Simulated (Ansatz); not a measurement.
Crystal: P.

```
CELL_PARAMETERS angstrom
1.64774 -5.46504 0.00000
1.64774 5.46504 0.00000
0.00000 0.00000 4.54364
ATOMIC_POSITIONS crystal
P 0.90414 0.09586 0.58882
P 0.09586 0.90414 0.41118
P 0.59586 0.40414 0.08882
P 0.40414 0.59586 0.91118
```

* Program: Ansatz 0.2.0
* Task: relaxation of cell and atoms
* Functional: PBEsol0
* Potentials or basis: Ansatz PAW
* Cutoff: 420 eV (not typed: the program's choice for these potentials)
* k mesh: 4 × 4 × 3
* Occupations: fermi-dirac, width 0.05 eV
* Spin: no spin polarisation

At the start: volume 20.46 Å³/atom.

**Question.** How do energy, volume and symmetry change on relaxing?

**Answer.** It ends after 7 steps and the volume is 18.75 Å³/atom (-8.4 %); space group Cmce (No. 64, to 0.05 Å).

Step by step:
| step | energy change (eV) | largest force (eV/Å) | volume (Å³) |
| --- | --- | --- | --- |
| 1 | 0.0000 | 0.1925 | 81.83 |
| 2 | -0.0378 | 0.1209 | 77.10 |
| 3 | -0.0425 | 0.1426 | 74.18 |
| 4 | -0.0457 | 0.0406 | 74.80 |
| 5 | -0.0459 | 0.0032 | 75.08 |
| 6 | -0.0459 | 0.0007 | 75.00 |
| 7 | -0.0449 | 0.0005 | 75.00 |

Final structure:
```
CELL_PARAMETERS angstrom
1.65832 -5.24116 0.00000
1.65832 5.24116 0.00000
0.00000 0.00000 4.31429
ATOMIC_POSITIONS crystal
P 0.89963 0.10037 0.58120
P 0.10037 0.89963 0.41880
P 0.60037 0.39963 0.08120
P 0.39963 0.60037 0.91880
```

Caveat: the k mesh is coarse (spacing up to 0.50 Å⁻¹), so the values aren't converged, least of all with exact exchange; the plane-wave basis is chosen anew once the cell has moved, so the energies of steps on either side of that aren't comparable; the PAW data sets come from PBE, with cores solved anew for the run's functional, which leaves a small shift of forces and pressure.
